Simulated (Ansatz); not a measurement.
Crystal: Ir.

```xyz
1
Lattice="0.0000 1.9156 1.9156 1.9156 0.0000 1.9156 1.9156 1.9156 0.0000" Properties=species:S:1:pos:R:3 pbc="T T T"
Ir    0.0000    0.0000    0.0000
```

```yaml
Program: Ansatz 0.2.0
Task: relaxation of cell and atoms
Functional: PBE
Dispersion: D3(BJ)-ATM
Potentials_or_basis: Ansatz PAW
Cutoff: "420 eV (not typed: the program's choice for these potentials)"
k_mesh: 12 × 12 × 12
Occupations: fermi-dirac, width 0.05 eV
Spin: no spin polarisation
```

At the start: volume 14.06 Å³/atom.

Task: Where does the relaxation end?

Result: It ends after 4 steps and the volume is 14.23 Å³/atom (+1.2 %); space group Fm-3m (No. 225, to 0.05 Å).

The path:
| step | energy change (eV) | largest force (eV/Å) | volume (Å³) |
| --- | --- | --- | --- |
| 1 | 0.0000 | 0.0000 | 14.06 |
| 2 | -0.0024 | 0.0000 | 14.24 |
| 3 | -0.0025 | 0.0000 | 14.23 |
| 4 | -0.0025 | 0.0000 | 14.23 |

Final structure:
```
Ir
1.0
     0.00000    1.92354    1.92354
     1.92354    0.00000    1.92354
     1.92354    1.92354    0.00000
Ir
1
Direct
  0.00000 0.00000 0.00000
```

Caveat: the plane-wave basis is chosen anew once the cell has moved, so the energies of steps on either side of that aren't comparable; pairwise dispersion overbinds metals, which lowers pressure and volume.
